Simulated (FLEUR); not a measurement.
Crystal: V.

```
V
1.0
    -1.51435    1.51435    1.51435
     1.51435   -1.51435    1.51435
     1.51435    1.51435   -1.51435
V
1
Direct
  0.00000 0.00000 0.00000
```

```yaml
Program: FLEUR MaX-R8.1 (later development tree)
Task: single point
Functional: PBEsol
Potentials_or_basis: all-electron
Basis: FLAPW
Kmax: 4.36 1/bohr
k_mesh: 12 × 12 × 12
Occupations: fermi-dirac, width 0.05 eV
Spin: collinear spin, ferromagnetic start
Starting_moments: "[2.0] μB"
Gmax: 13.5 1/bohr
Muffin-tin_radii: V 2.25 bohr
lmax: V 9
lnonsphr: V 9
Local_orbitals_a_species: V 5
Max_iterations: 60
Mixing_factor: 0.05
Mixer: Anderson
```

On this cell: net moment 0.00 μB per cell; band gap on the k mesh none (metal or under the smearing width).

The same run follows on a disturbed copy (cell strained at random at fixed volume):

```
V
1.0
    -1.51699    1.52013    1.57756
     1.49873   -1.47807    1.51724
     1.50658    1.46766   -1.53549
V
1
Direct
  0.01027 0.00456 0.99881
```

Question: What changes?

Answer: The energy (extrapolated to zero smearing) moves by +3.8 meV/atom; net moment 0.00 μB per cell; band gap on the k mesh none (metal or under the smearing width).
